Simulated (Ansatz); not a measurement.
Input and command of a plane-wave DFT calculation in Ansatz:

```yaml
crystal:
  lattice:
    - [6.6450485799, 0.0, 0.0]
    - [-1.661262145, 5.0957604002, 0.0]
    - [0.0, 0.0, 24.8577164553]
  atoms:
    - { symbol: P, position: [0.4468098291, 0.7872393163, 0.3419461323] }
    - { symbol: P, position: [0.9468098291, 0.7872393163, 0.3419461323] }
    - { symbol: P, position: [0.1968098291, 0.7872393163, 0.4016544712] }
    - { symbol: P, position: [0.6968098291, 0.7872393163, 0.4016544712] }
    - { symbol: P, position: [0.3031901709, 0.2127606837, 0.4257603912] }
    - { symbol: P, position: [0.8031901709, 0.2127606837, 0.4257603912] }
    - { symbol: P, position: [0.0479243691, 0.1918003169, 0.4857690576] }
    - { symbol: P, position: [0.5479243691, 0.1918003169, 0.4857690576] }
    - { symbol: P, position: [0.439708648, 0.7619895707, 0.4999894251] }
    - { symbol: P, position: [0.939708648, 0.7619895707, 0.4999894251] }
    - { symbol: P, position: [0.1711707117, 0.688672513, 0.5553101158] }
    - { symbol: P, position: [0.6711707117, 0.688672513, 0.5553101158] }
    - { symbol: B, position: [0.5045040451, 0.0220058464, 0.5971482309] }
    - { symbol: H, position: [0.6647115807, 0.1937836078, 0.605461196] }
    - { symbol: H, position: [0.343427668, 0.06854537, 0.605461196] }
    - { symbol: H, position: [0.5053728865, -0.1963114387, 0.605461196] }
basis:
  ecutwfc: 420
kpoints:
  mp_grid: { grid: [5, 6, 1] }
hamiltonian:
  xc: pbe
  dispersion: d3bj
scf:
  occupations: { method: gaussian, width: 0.1 }
output:
  forces: true
  eigenvalues: true
  write_density: true
  write_potential: true
  elf: true
  volumetric_format: npy
relax:
  adjacent_minimum: "off"
  f_tol: 0.03
  max_steps: 70
  constraints: [{ sites: [0, 1, 2, 3, 4, 5] }]
efield:
  axis: 3
  dipole_correction: true
  ramp_width: 0.04
```

```bash
ansatz run input.yaml --threads 2 --pin off --max-ram 5120MiB --backend cpu --events-out ev --progress --plain --runs-dir out
```

Processor: Intel(R) Xeon(R) Platinum 8488C (Sapphire Rapids), 2 threads, on a host shared with other jobs.

Task: How long does it run, and how much memory does it take?

Result: About 16 min on 2 threads of Intel(R) Xeon(R) Platinum 8488C (Sapphire Rapids), on a shared host, peak memory 1.3 GiB. It solves 49 bands at 16 k points (the mesh reduced by symmetry) with about 16385 plane waves, in 136 SCF iterations over 24 ionic steps.
